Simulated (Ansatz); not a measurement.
Input and command of a plane-wave DFT calculation in Ansatz:

```yaml
crystal:
  lattice:
    - [2.439280312, 0.0, 0.0]
    - [-1.219640156, 2.1124787171, 0.0]
    - [0.0, 0.0, 22.9686500204]
  atoms:
    - { symbol: C, position: [0.0, 0.0, 0.5733755752] }
    - { symbol: C, position: [0.0, 0.0, 0.4266244248] }
    - { symbol: C, position: [0.3333333333, 0.6666666667, 0.4266041225] }
    - { symbol: C, position: [0.6666666667, 0.3333333333, 0.5733958775] }
basis:
  ecutwfc: 420
kpoints:
  mp_grid: { grid: [18, 18, 2] }
hamiltonian:
  xc: pbe
  dispersion: d3bj
scf:
  occupations: { method: gaussian, width: 0.1 }
output:
  forces: true
  stress: true
  eigenvalues: true
  write_density: true
  write_potential: true
  elf: true
  volumetric_format: npy
relax:
  adjacent_minimum: "off"
  f_tol: 0.01
  max_steps: 30
  cell: { stress_tol: 0.1, fix: [volume] }
```

```bash
ansatz run input.yaml --threads 1 --pin off --max-ram 2560MiB --backend cpu --events-out ev --progress --plain --runs-dir out
```

Processor: Arm Neoverse V1, 1 thread, on a host shared with other jobs.

Q: How long does it run, and how much memory does it take?

A: About 64 s on 1 thread of Arm Neoverse V1, with other jobs on the host, peak memory 0.41 GiB. It solves 12 bands at 74 k points (the mesh reduced by the symmetry that the task leaves, which can be less than the crystal's) with about 2241 plane waves, in 47 SCF iterations over 6 ionic steps.
